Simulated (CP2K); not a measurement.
Runs of CP2K 2026.2 on Pd. It takes space group P6_3/mmc (No. 194, hexagonal). Conventional cell: a = 2.784 Å, b = 2.784 Å, c = 4.629 Å, α = 90.00°, β = 90.00°, γ = 120.00°. Pd (site symmetry -6m2) has 12 Pd at 2.78 to 2.82 Å as nearest neighbours. This isn't the form of Pd at room conditions, which is fcc.

```tsv
task	level	potentials or basis	cell	k mesh	smearing	solver	method	eps default	eps scf	max scf	other keys	gap on the mesh (eV)	pressure (GPa)
relaxation of the atoms	GFN0-xTB	tight-binding parameters	atoms relaxed from: volume scaled by 1.25	8 × 8 × 4	fermi-dirac 0.01 eV	diag	XTB	1.0E-9	1.0E-6	100	several, not listed	none	26.9
band structure	LDA-VWN	GTH_POTENTIALS Pd GTH-PADE-q18; TZVP-MOLOPT-SR-GTH basis	as given	8 × 8 × 5	gaussian 0.1 eV	-	-	-	-	-	-	none	-21.0
band structure	LDA-VWN	GTH_POTENTIALS Pd GTH-PADE-q18; DZVP-MOLOPT-PBE-GTH basis	as given	11 × 11 × 6	fermi-dirac 0.05 eV	-	-	-	-	-	-	none	(a)
single point	PBEsol	GTH_POTENTIALS Pd GTH-PBE-q18; DZVP-MOLOPT-SR-GTH basis	as given	8 × 8 × 5	fermi-dirac 0.0259 eV	-	-	-	-	-	-	none	-8.7
```

Alike in all rows: no spin polarisation.

Q: Estimate the missing entries.

A: (a) -15.9.

Caveats: the basis of atomic orbitals isn't converged, which shifts pressures, moduli and gaps (some runs); so large a pressure means that the cell lies far from this level's equilibrium, or that cutoff or potentials fall short (some runs); pairwise dispersion overbinds metals, which lowers pressure and volume (some runs); the potentials were made for another functional, which shifts forces and pressure (some runs).

A k mesh can miss the band edges, and the runs leave out spin-orbit coupling on Pd.

A gap of «none» marks a metal or a gap under the smearing width.

The runs don't all hold the same shells in valence.
